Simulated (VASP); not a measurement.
# What spin-orbit coupling changes in Ga

Aim: run bands, DOS and a relaxation of Ga twice, without and with spin-orbit coupling. All runs use LDA. Left out of this account: at least 1 further run (fields: a reference on another mesh). The start is a computed cell from the Materials Project.

Program: VASP 6.6.1. Level of theory: LDA; plane waves and PAW (Ga_d), in the first sound run; inputs show where later runs differ. Results are calculated unless marked as measured.

The starting crystal is not the ambient structure of Ga (space group No. 64); it is a model or a phase of other conditions.

**1. Starting point**

Symmetry: P2_1/m, No. 11, monoclinic system. The conventional cell has a = 2.778 Å, b = 3.282 Å, c = 4.210 Å, α = 90.00°, β = 108.61°, γ = 90.00°. Ga has 8 Ga at 2.71 to 2.84 Å nearest.

Coordinates:

```cif
data_structure
_symmetry_space_group_name_H-M 'P2_1/m'
_symmetry_Int_Tables_number 11
_cell_length_a 2.7784
_cell_length_b 3.2816
_cell_length_c 4.2104
_cell_angle_alpha 90.000
_cell_angle_beta 108.607
_cell_angle_gamma 90.000
_cell_volume 36.38
loop_
_atom_site_label
_atom_site_type_symbol
_atom_site_symmetry_multiplicity
_atom_site_Wyckoff_symbol
_atom_site_fract_x
_atom_site_fract_y
_atom_site_fract_z
_atom_site_occupancy
Ga1 Ga 2 e 0.86540 0.25000 0.22983 1
```

**2. Bands along the symmetry lines (LDA)**

The mesh alone shows little of the dispersion and can miss band extrema, so KPOINTS_OPT adds a path through the symmetry points after the self-consistent cycle. LDA, the lowest rung, knows the local density alone.

Input file INCAR:

```
SYSTEM = Ga
PREC = Accurate
ENCUT = 400
EDIFF = 1E-06
NELM = 100
ISMEAR = -1
SIGMA = 0.05
LREAL = .FALSE.
ALGO = Normal
GGA = CA
NBANDS = 25
LORBIT = 11
LWAVE = .FALSE.
LCHARG = .FALSE.
KPAR = 2
```

Input file POSCAR:

```
Ga
1.0
    2.7784220849      0.0000000000      0.0000000000
    0.0000000000      3.2816087900      0.0000000000
   -1.3434310986      0.0000000000      3.9902731763
Ga
2
Direct
    0.8654037300      0.2500000000      0.2298331700
    0.1345962700      0.7500000000      0.7701668300
```

Input file KPOINTS:

```
Automatic mesh
0
Gamma
13 10 9
0 0 0
```

Input file KPOINTS_OPT:

```
Line mode
16
Line-mode
Reciprocal
  0.00000000   0.00000000   0.00000000 GAMMA
  0.00000000   0.00000000   0.50000000 Y

  0.00000000   0.00000000   0.50000000 Y
 -0.43946183   0.00000000   0.71248992 H

 -0.43946183   0.00000000   0.71248992 H
 -0.50000000   0.00000000   0.50000000 C

 -0.50000000   0.00000000   0.50000000 C
 -0.50000000   0.50000000   0.50000000 E

 -0.50000000   0.50000000   0.50000000 E
 -0.56053817   0.50000000   0.28751008 M1

 -0.56053817   0.50000000   0.28751008 M1
 -0.50000000   0.50000000   0.00000000 A

 -0.50000000   0.50000000   0.00000000 A
 -0.50000000   0.00000000   0.00000000 X

 -0.50000000   0.00000000   0.00000000 X
 -0.56053817   0.00000000   0.28751008 H1

 -0.43946183   0.50000000   0.71248992 M
  0.00000000   0.50000000   0.50000000 D

  0.00000000   0.50000000   0.50000000 D
  0.00000000   0.50000000   0.00000000 Z

  0.00000000   0.00000000   0.50000000 Y
  0.00000000   0.50000000   0.50000000 D
```

Potentials, in the order of the species: Ga_d (LDA family, release 64).

Run with:

```console
$ mpirun -np 2 vasp_std
```

The log of the run:

```text
[banner, memory and clock lines left out]
running    2 mpi-ranks, on    1 nodes
 distrk:  each k-point on    1 cores,    2 groups
 distr:  one band on    1 cores,    1 groups

 POSCAR found type information on POSCAR Ga
 POSCAR found :  1 types and       2 ions
 LDA part: xc-table for (Slater(with rela. corr.)+CA(PZ))
 , standard interpolation
 POSCAR, INCAR and KPOINTS ok, starting setup
 FFT: planning ... GRIDC
 FFT: planning ... GRID_SOFT
 FFT: planning ... GRID
 WAVECAR not read
 entering main loop
       N       E                     dE             d eps       ncg     rms          rms(c)
DAV:   1     0.134731661727E+03    0.13473E+03   -0.10361E+04 20378   0.171E+03
DAV:   2     0.638628142197E+01   -0.12835E+03   -0.12235E+03 18252   0.329E+02
DAV:   3    -0.703536967079E+01   -0.13422E+02   -0.13348E+02 21072   0.806E+01
DAV:   4    -0.723421332964E+01   -0.19884E+00   -0.19875E+00 20482   0.110E+01
DAV:   5    -0.723697867874E+01   -0.27653E-02   -0.27652E-02 22882   0.126E+00    0.146E+00
DAV:   6    -0.717321520471E+01    0.63763E-01   -0.76703E-02 24289   0.435E+00    0.721E-01
DAV:   7    -0.715875606422E+01    0.14459E-01   -0.14396E-02 25291   0.142E+00    0.201E-01
DAV:   8    -0.715709518197E+01    0.16609E-02   -0.21916E-03 20858   0.560E-01    0.164E-02
DAV:   9    -0.715710373085E+01   -0.85489E-05   -0.78791E-05 21724   0.719E-02    0.709E-03
DAV:  10    -0.715710281786E+01    0.91299E-06   -0.43034E-06 19919   0.234E-02
   1 F= -.71571028E+01 E0= -.71541423E+01  d E =-.592101E-02
 Start KPOINTS_OPT (optional k-point list driver)
k-point batch [1-176\176]
       N       E                     dE             ncg
DAV:   1    -0.155961494941E+04   -0.15229E+06    10169
DAV:   2    -0.237819551374E+05   -0.22222E+05     9224
DAV:   3    -0.260850555173E+05   -0.23031E+04    10257
DAV:   4    -0.261193777990E+05   -0.34322E+02    10105
DAV:   5    -0.261198512817E+05   -0.47348E+00    11439
DAV:   6    -0.261198687759E+05   -0.17494E-01    11813
DAV:   7    -0.261198692026E+05   -0.42668E-03    10902
DAV:   8    -0.261198692056E+05   -0.30208E-05     7270
DAV:   9    -0.261198692060E+05   -0.38754E-06     6698
```

It took 95 s on 2 MPI ranks of AMD EPYC 7R43, shared host; peak memory 0.63 GiB.

The logs omit lines about the potential files and the build; timing stands in the text.

From OUTCAR (step 2):

```text
ion  position               nearest neighbor table
   1  0.865  0.250  0.230-   2 2.71   2 2.71   2 2.81   2 2.81   2 2.84   2 2.84
   2  0.135  0.750  0.770-   1 2.71   1 2.71   1 2.81   1 2.81   1 2.84   1 2.84

  LATTYP: Found a simple monoclinic cell.
 ALAT       =     2.7784220849
 B/A-ratio  =     1.1811052064
 C/A-ratio  =     1.5153762184
 COS(beta)  =    -0.3190778872

 Subroutine GETGRP returns: Found  4 space group operations
 (whereof  2 operations were pure point group operations)

The static configuration has the point symmetry S_2 .
 The point group associated with its full space group is C_2h.

 Found    354 irreducible k-points:

   k-points           NKPTS =    354   k-points in BZ     NKDIM =    354   number of bands    NBANDS=     25

   dimension x,y,z NGX =    18 NGY =   24 NGZ =   28
   dimension x,y,z NGXF=    36 NGYF=   48 NGZF=   56

   ENCUT  =  400.0 eV  29.40 Ry    5.42 a.u.   4.53  5.35  6.87*2*pi/ulx,y,z

   NELECT =      26.0000    total number of electrons

 k-points in reciprocal lattice and weights: Automatic mesh
   0.00000000  0.00000000  0.00000000       0.001
   0.07692308  0.00000000  0.00000000       0.002
   0.15384615  0.00000000  0.00000000       0.002
   0.23076923  0.00000000 -0.00000000       0.002
   0.30769231  0.00000000  0.00000000       0.002
   0.38461538  0.00000000 -0.00000000       0.002
   0.46153846  0.00000000 -0.00000000       0.002
   0.00000000  0.10000000  0.00000000       0.002
   0.07692308  0.10000000  0.00000000       0.003
[...]
-0.15384615  0.50000000  0.44444444       0.002
  -0.07692308  0.50000000  0.44444444       0.002

 average (electrostatic) potential at core
       1 -65.8605       2 -65.8605

 E-fermi :   5.5781

 k-point     1 :       0.0000    0.0000    0.0000
  band No.  band energies     occupation
    ...
      9      -9.2801      2.00000
     10      -9.1404      2.00000
     11      -5.8178      2.00000
     12       3.5209      2.00000
     13       4.0530      2.00000
     14       7.3735      0.00000
     15      11.2882      0.00000
     16      14.6899      0.00000
     17      15.8523      0.00000
     18      16.1114      0.00000
    ...

 k-point     2 :       0.0769    0.0000    0.0000
  band No.  band energies     occupation
    ...
      9      -9.2801      2.00000
     10      -9.1420      2.00000
     11      -5.6879      2.00000
     12       3.1803      2.00000
     13       4.6275      2.00000
     14       7.5135      0.00000
     15      11.4036      0.00000
     16      12.8661      0.00000
     17      14.3977      0.00000
     18      16.0775      0.00000
    ...

 k-point     3 :       0.1538    0.0000    0.0000
  band No.  band energies     occupation
    ...
      9      -9.2855      2.00000
     10      -9.1473      2.00000
     11      -5.2958      2.00000
     12       2.8843      2.00000
     13       5.6120      0.67299
     14       7.9279      0.00000
     15      10.1920      0.00000
     16      11.7516      0.00000
     17      12.3180      0.00000
     18      16.0123      0.00000
    ...

  Total       -0.9038670     -0.6151669     -0.7675978      0.0000000      0.0000000     -0.1271311
  in kB      -39.8040673    -27.0904272    -33.8031091      0.0000000      0.0000000     -5.5985388
  external PRESSURE =     -33.5658679 kB  Pullay stress =       0.0000000 kB

  energy-cutoff  :      400.00
  volume of cell :       36.38
      direct lattice vectors                 reciprocal lattice vectors
     2.778422085  0.000000000  0.000000000     0.359916517  0.000000000  0.121175424
     0.000000000  3.281608790  0.000000000     0.000000000  0.304728584  0.000000000
    -1.343431099  0.000000000  3.990273176     0.000000000  0.000000000  0.250609408

 POSITION                                       TOTAL-FORCE (eV/Angst)
 -----------------------------------------------------------------------------------
      2.09569      0.82040      0.91710        -0.003838      0.000000      0.063143
     -0.66070      2.46121      3.07318         0.003838      0.000000     -0.063143
 -----------------------------------------------------------------------------------
    total drift:                               -0.000000     -0.000000      0.000000

  FREE ENERGIE OF THE ION-ELECTRON SYSTEM (eV)
  ---------------------------------------------------
  free  energy   TOTEN  =        -7.1571028179 eV

  energy  without entropy=       -7.1511818094  energy(sigma->0) =       -7.15414231

 total charge
# of ion       s       p       d       tot
------------------------------------------
    1        1.009   0.632   9.962  11.602
    2        1.009   0.632   9.962  11.602
--------------------------------------------------
tot          2.019   1.263  19.923  23.205

[... 3 further parts left out ...]
```

Spin-orbit coupling is off here; it would split degenerate levels. At this level the cell is under a tension of 3.4 GPa, so at these settings it is away from equilibrium.

This step gave:

* SCF cycles: 10
* electrons: 26
* bands: 25
* irreducible k-points: 354
* symmetry operations: 4
* free energy (TOTEN): -7.157 eV
* energy at zero smearing: -7.154 eV
* Fermi energy: 5.578 eV
* pressure: -3.357 GPa
* metallic, judged on the points sampled: yes

Electronic bands along the path, in eV, zero at the Fermi level; # counts the bands kept in this run, so #1 is VASP's band 11:

```csv
point,#1,#2,#3,#4,#5,#6,#7
Γ,-11.40,-2.06,-1.53,1.80,5.71,9.11,10.27
0.53 of the way,-10.73,-6.12,2.56,3.20,6.84,7.45,7.66
Y,-9.40,-8.49,4.00,5.05,6.14,6.37,7.12
0.53 of the way,-8.28,-7.44,0.66,5.14,5.93,6.78,7.30
H,-5.66,-5.46,-3.87,4.11,4.83,6.64,7.82
0.47 of the way,-6.02,-5.19,-3.03,1.83,6.01,6.38,8.35
C,-6.19,-5.26,-1.56,-0.06,6.22,6.78,8.59
0.53 of the way,-5.24,-4.21,-0.63,0.15,2.09,2.66,6.95
E,-2.85,-2.85,-1.72,-1.72,1.95,1.95,4.44
0.47 of the way,-2.72,-2.72,-1.75,-1.75,1.10,1.10,5.67
M1,-2.52,-2.52,-1.92,-1.92,0.28,0.28,7.88
0.47 of the way,-2.76,-2.76,-1.75,-1.75,1.01,1.01,6.29
A,-2.95,-2.95,-1.73,-1.73,2.17,2.17,4.61
0.53 of the way,-5.57,-4.46,-0.66,0.39,2.47,3.25,7.74
X,-6.30,-5.27,-1.38,0.18,6.11,6.51,8.67
0.53 of the way,-6.11,-5.16,-2.99,2.22,5.59,6.30,8.41
H1,-5.66,-5.46,-3.87,4.11,4.83,6.64,7.82
jump to M,-2.52,-2.52,-1.92,-1.92,0.28,0.28,7.88
0.47 of the way,-5.05,-5.05,-3.23,-3.23,4.13,4.13,11.80
D,-6.06,-6.06,-4.34,-4.34,10.65,10.65,11.98
0.47 of the way,-7.16,-7.16,-2.20,-2.20,7.80,7.80,10.95
Z,-7.83,-7.83,1.74,1.74,2.67,2.67,11.41
jump to Y,-9.40,-8.49,4.00,5.05,6.14,6.37,7.12
0.53 of the way,-8.36,-7.47,-1.42,-0.55,8.17,10.49,11.06
D,-6.06,-6.06,-4.34,-4.34,10.65,10.65,11.98
```

The electronic bands as a text plot (rows in eV, shown from -8.0 to 4.4 only; labels by their first letter):

```
    4.2 |   * ***             *          *       *
    3.7 |    *       *    *             *    *           *
    3.1 |   *                           *                  *
    2.6 |  *               *           *        *         *
    2.1 | *           *    * **     ****    *              *
    1.6 |*       *          ****   * **                   * *
    1.1 |                                      *         *
    0.6 | *            *        * *     ** *                *
    0.0 |         *     ****     *    **  *   *              *
   -0.5 |                  ***        **                *    *
   -1.0 |*                *          *  **                    *
   -1.5 |               **   ***   **     **  *
   -2.0 |          *   *      * ***  *         *       *      *
   -2.6 |*                    *****  *      *   *
   -3.1 |           * *      **    **         *  *             *
   -3.6 |            *      *        **      * *      *        *
   -4.1 | *                * *         *          ****          *
   -4.6 |                 * *         * *       *               *
   -5.1 |            ***** *           * *****   *
   -5.7 |  *        **    *             *    *    **            *
   -6.2 |           * ****               ****       **         **
   -6.7 |          *                                  *
   -7.2 |   *     **                                   *      **
   -7.7 |    *   **                                     ***  *
         Γ    Y      H  C     E  M  A      X H|M    D    Z|Y    D
```

Force by atom:

```csv
atom,x (eV/Å),y (eV/Å),z (eV/Å),size
Ga1,-0.0038,0.0000,0.0631,0.0633
Ga2,0.0038,0.0000,-0.0631,0.0633
```

There is no gap at this level.

[end of part 1 of 3]

[Lines on the potential files, build, host, timing and source positions are cut from VASP's logs without a mark.]

[Logs are printed without paths, hosts, clocks, repeated set-up lines and the standing remarks that a program may print on its own settings, such as how far it seeks lower states.]

[Hosts, paths, dates, database ids (printed as entryN), source tags and the programs' standing remarks are cut or masked in the printed files.]

[A measured line is paired with the nearest computed mode of its activity, which favours agreement.]

[In band tables of VASP the shares of atoms and orbitals are scaled to a sum of 1 inside the atoms' spheres.]
